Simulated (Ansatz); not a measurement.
The system is Al2O3.

```
Al O
1.0
     3.01748    0.00000    0.00000
    -1.50874    2.61322    0.00000
     0.00000    0.00000    7.57464
Al O
2 3
Cartesian
  0.0000 0.0000 5.4693
  0.0000 0.0000 2.1054
  0.0000 0.0000 3.7873
  1.5087 0.8711 6.0638
  0.0000 1.7421 1.5108
```

Measurements of this composition are mostly on another form, of space group No. 167.

Base run:

* Program: Ansatz 0.2.0
* Functional: PBE0
* Potentials or basis: Ansatz PAW
* Cutoff: 420 eV (not typed: the program's choice for these potentials)
* k mesh: 6 × 6 × 2
* Occupations: fermi-dirac, width 0.05 eV
* Spin: no spin polarisation

Its results: band gap on the k mesh 4.68 eV, direct; pressure -5.7 GPa; largest force 0.437 eV/Å.

Task: The run is repeated on the same cell with these changes: functional from PBE0 to r2SCAN0; cutoff from 420 eV (not typed: the program's choice for these potentials) to 500 eV (not typed: the program's choice for these potentials). What comes out?

Result: Band gap on the k mesh 5.11 eV, direct; pressure -8.7 GPa; largest force 0.629 eV/Å.

Caveats: the PAW data sets come from PBE, with cores solved anew for the run's functional, which leaves a small shift of forces and pressure; the thresholds are loose for stress.

